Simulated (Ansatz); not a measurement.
I:

```
I
1.0
     0.00000    2.36560    3.90984
     2.19225    0.00000    3.90984
     2.19225    2.36560    0.00000
I
1
Direct
  0.00000 0.00000 0.00000
```

- Program: Ansatz 0.2.0
- Task: relaxation of cell and atoms
- Functional: PBE
- Potentials or basis: all-electron LAPW, scalar-relativistic
- Basis error allowed: 0.001 eV/atom
- k mesh: 9 × 9 × 9
- Occupations: fermi-dirac, width 0.05 eV
- Spin: no spin polarisation

At the start: volume 40.55 Å³/atom.

Problem. Where does the relaxation end?

Solution. Over 9 steps the energy falls by 12.3 meV/atom and the volume is 48.37 Å³/atom (+19.3 %); space group Fmmm (No. 69, to 0.05 Å).

Step by step:
```tsv
step	energy change (eV)	largest force (eV/Å)	volume (Å³)
1	0.0000	0.0000	40.55
2	-0.0034	0.0000	41.47
3	-0.0089	0.0000	43.67
4	-0.0111	0.0000	45.34
5	-0.0120	0.0000	46.87
6	-0.0123	0.0000	47.87
7	-0.0123	0.0000	48.26
8	-0.0123	0.0000	48.37
9	-0.0123	0.0000	48.37
```

Final structure:
```
I
1.0
     0.00000    2.30307    4.61456
     2.27544    0.00000    4.61456
     2.27544    2.30307    0.00000
I
1
Direct
  0.00000 0.00000 0.00000
```

Caveat: the volume moved by over 15 % at a fixed basis, so the end points are rough; an odd number of electrons without spin polarisation forces a metal; a magnetic or distorted state may lie lower.
